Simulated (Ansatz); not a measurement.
## An added Al started as a split pair with an O atom in corundum Al2O3, 121 atoms, charge +1

All numbers come from Ansatz (PAW, plane waves, no spin–orbit coupling) at the single k point (¼, ¼, ¼) without its symmetry partners. The atoms were relaxed with PBEsol in a fixed cell; other functionals are single points on those atoms unless said otherwise. The valence top and gap of the host come from its small cell on a dense mesh, with the band extrema sought between the mesh points, lined up by the mean potential, PBEsol gap 6.03 eV, HSE06 gap 7.99 eV. The charge correction uses an assumed dielectric constant of 10.

Cell: a = 9.548 Å, b = 9.548 Å, c = 13.014 Å, α = 90.00°, β = 90.00°, γ = 120.00°.

Nearest atoms after relaxation, from the placed atom (for vacancies from the middle of the vacant sites): O at 1.75 Å, O at 1.75 Å, O at 1.75 Å, Al at 2.23 Å, O at 2.82 Å, O at 2.82 Å, O at 2.82 Å, Al at 2.88 Å.

Chemical potentials μ are those of reference phases of the elements at zero temperature by the same functional (the usual solids, diamond for C, grey Sn, and the molecules H2, N2, O2, F2, Cl2, Br2 and S8).

```tsv
functional	E(defect) − E(host) − Σ nμ + q·E_VBM (eV)	monopole (eV)	alignment (eV)	formation energy at E_F = VBM (eV)	moment (μB)	wall time, shared host
PBEsol	4.79	0.19	0.07	5.05	0 (no spin)	18 s on NVIDIA GB200 (relaxation)
```

(1) Estimate the formation energy and moment that HSE06 gives on these atoms.

HSE06 one-electron levels near the gap (the ten most localised at most), from the host's valence top, not corrected for the charge's images:

```csv
level (eV),spin,filling,atoms sharing it,element of the atom with most weight
5.60,both,2.00,5.7,Al
```

All elements are taken at their own reference at once; growth conditions in equilibrium with the host shift these energies, by up to the host's formation enthalpy.

One k point and a cell of this size can leave errors of several tenths of an eV in such numbers.

## Answers

(1) 4.02 eV at E_F = VBM (3.76 eV before the monopole term 0.19 eV and the alignment 0.07 eV), moment 0 (no spin).
